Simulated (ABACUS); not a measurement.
Gd:

```
CELL_PARAMETERS angstrom
-2.02500 2.02500 2.02500
2.02500 -2.02500 2.02500
2.02500 2.02500 -2.02500
ATOMIC_POSITIONS crystal
Gd 0.00000 0.00000 0.00000
```

This isn't the form of Gd at room conditions, which is hcp.

```yaml
Program: ABACUS 3.10.1
Task: single point
Functional: PBE
Potentials_or_basis: PseudoDojo NC SR 0.4.1 PBE standard, lanthanides 3+ (f in core)
Cutoff: 1361 eV
Density_cutoff: 5442 eV
Basis: DZP LCAO (the cutoffs set its grid)
k_mesh: 9 × 9 × 9
Occupations: fermi-dirac, width 0.05 eV
Spin: collinear spin, ferromagnetic start
Starting_moments: "[1.0] μB"
```

On this cell: net moment 0.39 μB per cell; band gap on the k mesh none (metal or under the smearing width).

The same run follows on a disturbed copy (cell strained at random at fixed volume):

```
Gd
1.0
    -2.04397    1.92790    1.96623
     2.03035   -2.06039    2.08509
     2.06449    2.08091   -2.09872
Gd
1
Direct
  0.01011 0.00855 0.01139
```

**Question.** What changes?

**Answer.** The energy (extrapolated to zero smearing) moves by +6.8 meV/atom; net moment 0.00 μB per cell; band gap on the k mesh none (metal or under the smearing width).

Caveats: the atomic orbitals were generated for these runs and aren't a published set; all typed moments are zero, and the program then starts from 1 μB on every atom; spin-orbit coupling is left out, which moves the levels of the heavy elements; the 4f electrons are frozen in the core as for a trivalent ion, so they carry no moment and show no levels; the basis of atomic orbitals isn't converged, which shifts pressures, moduli and gaps.
